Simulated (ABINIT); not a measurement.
# GaN (P6_3mc) in ABINIT: convergence with smearing width

Aim: find how far smearing width must go before the results for GaN settle, at LDA. This setting moves, with any that are tied to it; all else stays.

Everything below comes from runs of ABINIT 10.8.3 (patched build). Logs are shortened: lines on timing, memory, paths and dates and some standing lists are left out, and cuts for length are marked. The log counts tension as positive stress, the text compression.

### 1 Starting point

It takes space group P6_3mc (No. 186, hexagonal). Conventional cell: a = 3.180 Å, b = 3.180 Å, c = 5.166 Å, α = 90.00°, β = 90.00°, γ = 120.00°. Ga (site symmetry 3m) is surrounded by 4 N at 1.94 to 1.95 Å. N (site symmetry 3m) is surrounded by 4 Ga at 1.94 to 1.95 Å.

### 2 With smearing width 0.272 eV

run.abi reads:

```
# Pseudopotentials
pp_dirpath "./"
pseudos "Ga.LDA_PW-JTH.xml, N.LDA_PW-JTH.xml"

# Structure
acell 3*1.0
rprim
     6.0093290763     0.0000000000     0.0000000000
    -3.0046645382     5.2042316397     0.0000000000
     0.0000000000     0.0000000000     9.7623251598
ntypat 2
znucl 31 7
natom 4
typat 1 1 2 2
xred
     0.6666666667     0.3333333333     0.5000000000
     0.3333333333     0.6666666667     0.0000000000
     0.6666666667     0.3333333333     0.8750000000
     0.3333333333     0.6666666667     0.3750000000

# Plane-wave basis
ecut 26.0
pawecutdg 48.0

# k points
kptopt 1
ngkpt 10 10 5
nshiftk 1
shiftk 0.0 0.0 0.0

# Exchange and correlation
ixc 7

# Bands and occupations
nband 22
occopt 3
tsmear 0.272 eV

# SCF cycle
nstep 100
tolvrs 1.0e-9

# Output
iomode 3
prtwf 0
prtden 0
prteig 0
prtebands 0
```

Potentials or basis: JTH PAW LDA v2.0.

Run with:

```
> abinit run.abi > log 2>&1
```

Run time: 55 s. Hardware: 1 thread of Arm Neoverse V2, shared host; peak memory 0.14 GiB.

Results (log left out):

```
Free energy                                           : -4864.3367 eV
Pressure                                              : -4.5 GPa
Largest force                                         : 0.125 eV/Å
Band gap on the k mesh                                : 1.97 eV, direct
Valence electrons inside the program's atomic spheres : Ga 11.21; N 2.54
```

### 3 With smearing width 0.2 eV

run.abi: that of step 2 with these lines changed.

```diff
@@ -36,3 +36,3 @@
 occopt 3
-tsmear 0.272 eV
+tsmear 0.2 eV
```

Potentials or basis: JTH PAW LDA v2.0.

Run with:

```
> abinit run.abi > log 2>&1
```

Wall time 55 s (1 thread of Arm Neoverse V2, shared host); peak memory 0.14 GiB.

Results (log left out):

| Property | Result |
| --- | --- |
| Free energy | -4864.3362 eV |
| Pressure | -4.5 GPa |
| Largest force | 0.125 eV/Å |
| Band gap on the k mesh | 1.97 eV, direct |
| Valence electrons inside the program's atomic spheres | Ga 11.21; N 2.54 |

### 4 With smearing width 0.136 eV

run.abi: that of step 3 with these lines changed.

```diff
@@ -36,3 +36,3 @@
 occopt 3
-tsmear 0.2 eV
+tsmear 0.136 eV
```

Run with:

```
> abinit run.abi > log 2>&1
```

It took 55 s on 1 thread of Arm Neoverse V2, shared host; peak memory 0.14 GiB.

It converged, with:

```yaml
Free_energy: -4864.3362 eV
Pressure: -4.5 GPa
Largest_force: 0.125 eV/Å
Band_gap_on_the_k_mesh: 1.97 eV, direct
Valence_electrons_inside_the_program's_atomic_spheres: Ga 11.21; N 2.54
```

### 5 With smearing width 0.1 eV

run.abi: that of step 4 with these lines changed.

```diff
@@ -36,3 +36,3 @@
 occopt 3
-tsmear 0.136 eV
+tsmear 0.1 eV
```

Run with:

```
> abinit run.abi > log 2>&1
```

Wall time 54 s (1 thread of Arm Neoverse V2, shared host); peak memory 0.14 GiB.

The run converged. Its results:

| Item | Value |
| --- | --- |
| Free energy | -4864.3362 eV |
| Pressure | -4.5 GPa |
| Largest force | 0.125 eV/Å |
| Band gap on the k mesh | 1.97 eV, direct |
| Valence electrons inside the program's atomic spheres | Ga 11.21; N 2.54 |

### 6 With smearing width 0.05 eV

run.abi: that of step 5 with these lines changed.

```diff
@@ -36,3 +36,3 @@
 occopt 3
-tsmear 0.1 eV
+tsmear 0.05 eV
```

Potentials or basis: JTH PAW LDA v2.0.

Run with:

```
> abinit run.abi > log 2>&1
```

Wall time 53 s (1 thread of Arm Neoverse V2, shared host); peak memory 0.14 GiB.

Results (log left out):

| Property | Result |
| --- | --- |
| Free energy | -4864.3362 eV |
| Pressure | -4.5 GPa |
| Largest force | 0.125 eV/Å |
| Band gap on the k mesh | 1.97 eV, direct |
| Valence electrons inside the program's atomic spheres | Ga 11.21; N 2.54 |

### 7 With smearing width 0.025 eV

run.abi: that of step 6 with these lines changed.

```diff
@@ -36,3 +36,3 @@
 occopt 3
-tsmear 0.05 eV
+tsmear 0.025 eV
```

Run with:

```
> abinit run.abi > log 2>&1
```

Run time: 54 s. Hardware: 1 thread of Arm Neoverse V2, shared host; peak memory 0.14 GiB.

Results (log left out):

* Free energy: -4864.3362 eV
* Pressure: -4.5 GPa
* Largest force: 0.125 eV/Å
* Band gap on the k mesh: 1.97 eV, direct
* Valence electrons inside the program's atomic spheres: Ga 11.21; N 2.54

### 8 With smearing width 0.01 eV

run.abi: that of step 7 with these lines changed.

```diff
@@ -36,3 +36,3 @@
 occopt 3
-tsmear 0.025 eV
+tsmear 0.01 eV
```

Potentials or basis: JTH PAW LDA v2.0.

Run with:

```
> abinit run.abi > log 2>&1
```

run.abo:

```text
.Version 10.8.3 of ABINIT
 Symmetries : space group P6_3 m c (#186); Bravais hP (primitive hexag.)
================================================================================
 Values of the parameters that define the memory need of the present run
     intxc =       0    ionmov =       0      iscf =      17    lmnmax =      18
     lnmax =       6     mgfft =      48  mpssoang =       3    mqgrid =    3045
     natom =       4  nloc_mem =       2    nspden =       1   nspinor =       1
    nsppol =       1      nsym =      12    n1xccc =       1    ntypat =       2
    occopt =       3   xclevel =       1
       mpw =        1948          nfft =       43200          nkpt =          42
 PAW method is used; the additional fine FFT grid is defined by:
   mgfftf=        64    nfftf =    102400
================================================================================
================================================================================

--------------------------------------------------------------------------------
------------- Echo of variables that govern the present computation ------------
--------------------------------------------------------------------------------
 -outvars: echo values of preprocessed input variables --------
            acell      1.0000000000E+00  1.0000000000E+00  1.0000000000E+00 Bohr
              amu      6.97230000E+01  1.40067400E+01
             ecut      2.60000000E+01 Hartree
              ixc           7
         kptrlatt       10    0    0      0   10    0      0    0    5
          kptrlen      4.88116258E+01
            natom           4
            nband          22
            ngfft          30      30      48
          ngfftdg          40      40      64
             nkpt          42
            nstep         100
             nsym          12
           ntypat           2
           occopt           3
        pawecutdg      4.80000000E+01 Hartree
           prtden           0
        prtebands           0
           prteig           0
            prtwf           0
            rprim      6.0093290763E+00  0.0000000000E+00  0.0000000000E+00
                      -3.0046645382E+00  5.2042316397E+00  0.0000000000E+00
                       0.0000000000E+00  0.0000000000E+00  9.7623251598E+00
          spgroup         186
           tolvrs      1.00000000E-09
           tsmear      3.67493222E-04 Hartree
            typat      1  1  2  2
           useylm           1
           xangst      1.5899999989E+00  9.1798692737E-01  2.5829999982E+00
                      -1.7639790514E-11  1.8359738547E+00  0.0000000000E+00
                       1.5899999989E+00  9.1798692737E-01  4.5202499969E+00
                      -1.7639790514E-11  1.8359738547E+00  1.9372499987E+00
            xcart      3.0046645381E+00  1.7347438799E+00  4.8811625799E+00
                      -3.3334372990E-11  3.4694877598E+00  0.0000000000E+00
                       3.0046645381E+00  1.7347438799E+00  8.5420345148E+00
                      -3.3334372990E-11  3.4694877598E+00  3.6608719349E+00
             xred      6.6666666667E-01  3.3333333333E-01  5.0000000000E-01
                       3.3333333333E-01  6.6666666667E-01  0.0000000000E+00
                       6.6666666667E-01  3.3333333333E-01  8.7500000000E-01
[... 158 lines left out ...]
    1      0.00000000000000    -0.00000000000000    -0.12512448340883
    2     -0.00000000000000     0.00000000000000    -0.12512448340883
    3      0.00000000000000     0.00000000000000     0.12512448340883
    4      0.00000000000000     0.00000000000000     0.12512448340883
 frms,max,avg= 7.2240654E-02 1.2512448E-01   0.000E+00  0.000E+00 -1.863E-05 e/A
 length scales=  1.000000000000  1.000000000000  1.000000000000 bohr
              =  0.529177210544  0.529177210544  0.529177210544 angstroms
 Fermi (or HOMO) energy (hartree) =   0.25096   Average Vxc (hartree)=  -0.40773
 Eigenvalues (hartree) for nkpt=  42  k points:
 kpt#   1, nband= 22, wtk=  0.00200, kpt=  0.0000  0.0000  0.0000 (reduced coord)
  -0.37295   -0.33919   -0.28463   -0.28382   -0.28382   -0.28148   -0.28148   -0.27448
  -0.27448   -0.27066   -0.27066   -0.22024   -0.05242    0.17384    0.17384    0.21111
   0.21343    0.21343    0.28580    0.36726    0.54781    0.57083
      occupation numbers for kpt#   1
   2.00000    2.00000    2.00000    2.00000    2.00000    2.00000    2.00000    2.00000
   2.00000    2.00000    2.00000    2.00000    2.00000    2.00000    2.00000    2.00000
   2.00000    2.00000    0.00000    0.00000    0.00000    0.00000
 prteigrs : prtvol=0 or 1, do not print more k-points.

--- !EnergyTerms
iteration_state     : {dtset: 1, }
comment             : Components of total free energy in Hartree
kinetic             :  2.18651903311038E+01
hartree             :  4.65970442328713E+01
xc                  : -8.63779490181658E+00
Ewald energy        : -1.17003474184010E+02
psp_core            :  5.94666416322225E+00
local_psp           : -1.30277032726081E+02
PAW spherical_terms :  2.74835289950924E+00
internal            : -1.78761050185201E+02
'-kT*entropy'       :  5.63971865393422E-16
total_energy        : -1.78761050185201E+02
total_energy_eV     : -4.86433598232669E+03
...

--- !EnergyTermsDC
iteration_state     : {dtset: 1, }
comment             : '"Double-counting" decomposition of free energy'
band_energy         : -5.57060747755029E+00
Ewald energy        : -1.17003474184010E+02
psp_core            :  5.94666416322225E+00
xc_dc               : -4.47146819020409E+01
PAW spherical_terms : -1.74189580847606E+01
internal            : -1.78761057485139E+02
'-kT*entropy'       :  5.63971865393422E-16
total_energy_dc     : -1.78761057485139E+02
total_energy_dc_eV  : -4.86433618096814E+03
...

--- !EnergyTermsWithPAWCore
iteration_state     : {dtset: 1, }
comment             : 'Components of total free energy, including PAW core contributions'
Total energy        : -3.99137736645022E+03
Total energy DC     : -3.99137737375016E+03
Total energy (eV)   : -1.08610911171943E+05
Total energy DC (eV): -1.08610911370585E+05
...

 Cartesian components of stress tensor (hartree/bohr^3)
  sigma(1 1)=  1.77099052E-04  sigma(3 2)=  0.00000000E+00
  sigma(2 2)=  1.77099052E-04  sigma(3 1)=  0.00000000E+00
  sigma(3 3)=  1.04790916E-04  sigma(2 1)=  1.88834202E-13

-Cartesian components of stress tensor (GPa)         [Pressure= -4.5013E+00 GPa]
- sigma(1 1)=  5.21043399E+00  sigma(3 2)=  0.00000000E+00
- sigma(2 2)=  5.21043400E+00  sigma(3 1)=  0.00000000E+00
- sigma(3 3)=  3.08305520E+00  sigma(2 1)=  5.55569404E-09

== END DATASET(S) ==============================================================
================================================================================

 -outvars: echo values of variables after computation  --------
            acell      1.0000000000E+00  1.0000000000E+00  1.0000000000E+00 Bohr
           etotal     -1.7876105749E+02
            fcart      8.9615502462E-29 -6.7261394812E-28 -2.4332837917E-03
                      -2.6884650739E-28  3.6217674129E-28 -2.4332837917E-03
                       8.9615502462E-29  1.5521860341E-28  2.4332837917E-03
                       8.9615502462E-29  1.5521860341E-28  2.4332837917E-03
            rprim      6.0093290763E+00  0.0000000000E+00  0.0000000000E+00
                      -3.0046645382E+00  5.2042316397E+00  0.0000000000E+00
                       0.0000000000E+00  0.0000000000E+00  9.7623251598E+00
           strten      1.7709905156E-04  1.7709905214E-04  1.0479091644E-04
                       0.0000000000E+00  0.0000000000E+00  1.8883420235E-13
           xangst      1.5899999989E+00  9.1798692737E-01  2.5829999982E+00
                      -1.7639790514E-11  1.8359738547E+00  0.0000000000E+00
                       1.5899999989E+00  9.1798692737E-01  4.5202499969E+00
                      -1.7639790514E-11  1.8359738547E+00  1.9372499987E+00
             xred      6.6666666667E-01  3.3333333333E-01  5.0000000000E-01
                       3.3333333333E-01  6.6666666667E-01  0.0000000000E+00
                       6.6666666667E-01  3.3333333333E-01  8.7500000000E-01
                       3.3333333333E-01  6.6666666667E-01  3.7500000000E-01
 Calculation completed.
```

It took 56 s on 1 thread of Arm Neoverse V2, shared host; peak memory 0.14 GiB.

What came out:

* Free energy: -4864.3362 eV
* Pressure: -4.5 GPa
* Largest force: 0.125 eV/Å
* Band gap on the k mesh: 1.97 eV, direct
* Valence electrons inside the program's atomic spheres: Ga 11.21; N 2.54

### 9 The series at a glance

| smearing width | energy less the tightest run, at zero smearing (meV/atom) | SCF cycles | CPU time (s) | peak memory (GiB) |
| --- | --- | --- | --- | --- |
| 0.272 eV | 0.26 | 12 | 55 | 0.14 |
| 0.2 eV | 0.04 | 12 | 55 | 0.14 |
| 0.136 eV | 0.00 | 12 | 55 | 0.14 |
| 0.1 eV | 0.00 | 12 | 54 | 0.14 |
| 0.05 eV | 0.00 | 12 | 53 | 0.14 |
| 0.025 eV | 0.00 | 12 | 54 | 0.14 |
| 0.01 eV | 0.00 | 12 | 56 | 0.14 |

Against the tightest run, the energy stays within 1 meV/atom from 0.272 eV on. The tightest run that finished is the yardstick and may itself not be fully converged.
